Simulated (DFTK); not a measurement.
## Ge under changes of volume

One of the cells (22.639 Å³/atom); the others are scaled copies at fixed shape and fractional positions:

```
CELL_PARAMETERS angstrom
0.00000 2.82891 2.82891
2.82891 0.00000 2.82891
2.82891 2.82891 0.00000
ATOMIC_POSITIONS crystal
Ge 0.75000 0.75000 0.75000
Ge 0.50000 0.50000 0.50000
```

- Program: DFTK 0.8.2
- Functional: PBE
- Potentials or basis: dojo.nc.sr.pbe.v0_4_1.standard.upf (PBE)
- Cutoff: 1061 eV
- k mesh: 8 × 8 × 8
- Occupations: fermi-dirac, width 0.05 eV
- Spin: no spin polarisation

| volume (Å³/atom) | energy over the lowest point (meV/atom) | pressure (GPa) |
| --- | --- | --- |
| 21.281 | 67.90 | 9.1 |
| 21.733 | 44.91 | 7.1 |
| 22.186 | 27.37 | 5.3 |
| 22.639 | ? | ? |
| 23.092 | 6.01 | 2.3 |
| 23.545 | 1.26 | 1.0 |
| 23.997 | 0.00 | -0.1 |

What does the run at 22.639 Å³/atom give?

Energy over the lowest point 14.62 meV/atom; pressure 3.7 GPa.

Worked out: A Birch-Murnaghan fit of order 3 (a polynomial in V^(-2/3)) to the other rows has its minimum at 23.96 Å³/atom with B0 = V·E''(V) = 57 GPa and B' = 5.0. It gives 14.53 meV/atom at 22.639 Å³/atom, against the run's 14.62, and -dE/dV = 3.7 GPa, against 3.7.

Energies are extrapolated to zero smearing.
